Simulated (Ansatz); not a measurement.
# Ag: stress in a strained cell

Aim: deform Ag (equal xx and yy strain of -1 %) and compute stress, forces and field gradients with LAPW, PAW and all-electron datasets made for the crystal.

Method: DFT PBE, scalar-relativistic, in Ansatz 0.2.0.

### 1 The structure to begin with

Symmetry: P6_3/mmc, No. 194, hexagonal system. The conventional cell has a = 2.886 Å, b = 2.886 Å, c = 10.000 Å, α = 90.00°, β = 90.00°, γ = 120.00°. Ag (site symmetry -6m2) is surrounded by 12 Ag at 2.89 to 3.00 Å. Ag (site symmetry -3m) has 12 Ag at 2.89 to 3.00 Å as nearest neighbours.

Structure file:

```
Ag
1.0
     2.88620    0.00000    0.00000
    -1.44310    2.49952    0.00000
     0.00000    0.00000   10.00000
Ag
4
Cartesian
  0.0000 1.6663 2.5000
  1.4431 0.8332 7.5000
  0.0000 0.0000 0.0000
  0.0000 0.0000 5.0000
```

Atoms are numbered in the order of the input: Ag1, Ag2, Ag3, Ag4.

### 2 The deformed structure

Space group P6_3/mmc before, P6_3/mmc after.

### 3 All-electron LAPW

input.yaml

```yaml
crystal:
  lattice:
    - [2.8573369195, 0.0, 0.0]
    - [-1.4286684598, 2.4745263596, 0.0]
    - [0.0, 0.0, 10.0]
  atoms:
    - { symbol: Ag, position: [0.3333333333, 0.6666666667, 0.25] }
    - { symbol: Ag, position: [0.6666666667, 0.3333333333, 0.75] }
    - { symbol: Ag, position: [0.0, 0.0, 0.0] }
    - { symbol: Ag, position: [0.0, 0.0, 0.5] }
kpoints:
  mp_grid: { grid: [14, 14, 4] }
  band_path:
    path:
      - [0.0, 0.0, 0.0]
      - [0.5, 0.0, 0.0]
      - [0.3333333333, 0.3333333333, 0.0]
      - [0.0, 0.0, 0.0]
      - [0.0, 0.0, 0.5]
      - [0.5, 0.0, 0.5]
      - [0.3333333333, 0.3333333333, 0.5]
      - [0.0, 0.0, 0.5]
      - [0.5, 0.0, 0.5]
    npoints: 5
scf:
  occupations: { method: fermi_dirac, width: 0.08 }
hamiltonian:
  xc: pbe
  pseudopotentials: { kind: all_electron, lapw: { basis_error: 0.0005 } }
output:
  forces: true
  stress: true
  eigenvalues: true
```

Started as:

```console
ansatz run input.yaml --threads 1 --pin off --max-ram 4096MiB --backend cpu --events-out ev --progress --plain --runs-dir out
```

### 4 PAW with frozen cores

input.yaml

```yaml
crystal:
  lattice:
    - [2.8573369195, 0.0, 0.0]
    - [-1.4286684598, 2.4745263596, 0.0]
    - [0.0, 0.0, 10.0]
  atoms:
    - { symbol: Ag, position: [0.3333333333, 0.6666666667, 0.25] }
    - { symbol: Ag, position: [0.6666666667, 0.3333333333, 0.75] }
    - { symbol: Ag, position: [0.0, 0.0, 0.0] }
    - { symbol: Ag, position: [0.0, 0.0, 0.5] }
kpoints:
  mp_grid: { grid: [14, 14, 4] }
scf:
  occupations: { method: fermi_dirac, width: 0.08 }
hamiltonian:
  xc: pbe
  pseudopotentials: { kind: paw }
output:
  forces: true
  stress: true
  eigenvalues: true
  efg: { contact_densities: true }
```

### 5 All-electron PAW on datasets made for the crystal

input.yaml, as its differences from that of step 4:

```diff
@@ -16,3 +16,3 @@
   xc: pbe
-  pseudopotentials: { kind: paw }
+  pseudopotentials: { kind: all_electron, datasets: crystal }
 output:
```

(Steps that only read results are left out.)

What does the calculation give? Wanted: pressure; largest shear or deviatoric stress.

The runs gave:

```
                                 quantity                                           value
                                 pressure  LAPW 1.64, PAW 1.65, crystal datasets 1.64 GPa
largest shear or deviatoric stress (LAPW)                                        4.30 GPa
```

**Reading.** The largest part of the stress beyond the pressure is 4.30 GPa in size, in the zz component; the atoms are carried along and not relaxed. No run of the undeformed cell stands beside it, so the pressure holds what the given cell had before the change. PAW: stress within 0.02 GPa of LAPW. Crystal datasets: stress within 0.01 GPa of LAPW.
